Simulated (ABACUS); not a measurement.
The system is W.

```xyz
1
Lattice="-1.5823 1.5823 1.5823 1.5823 -1.5823 1.5823 1.5823 1.5823 -1.5823" Properties=species:S:1:pos:R:3 pbc="T T T"
W     0.0000    0.0000    0.0000
```

```yaml
Program: ABACUS 3.10.1
Task: relaxation of cell and atoms
Functional: rSCAN
Potentials_or_basis: SG15 ONCV 1.2 PBE
Cutoff: 1170 eV
Density_cutoff: 4680 eV
Basis: plane waves
k_mesh: 8 × 8 × 8
Occupations: fermi-dirac, width 0.05 eV
Spin: no spin polarisation
```

At the start: pressure -11.9 GPa; volume 15.85 Å³/atom.

How do energy, volume and symmetry change on relaxing?

Over 4 steps the energy falls by 22.6 meV/atom and the volume is 15.26 Å³/atom (-3.7 %); space group Im-3m (No. 229, to 0.05 Å).

The path:
```
step  energy change (eV)  largest force (eV/Å)  pressure (GPa)  volume (Å³)
   1              0.0000                0.0000          -11.93        15.85
   2              0.3489                0.0000           65.66        13.21
   3             -0.0225                0.0000           -0.76        15.29
   4             -0.0226                0.0000           -0.02        15.26
```

Final structure:
```
W
1.0
    -1.56270    1.56270    1.56270
     1.56270   -1.56270    1.56270
     1.56270    1.56270   -1.56270
W
1
Direct
  0.00000 0.00000 0.00000
```

Caveat: the potentials were made for another functional, which shifts forces and pressure.
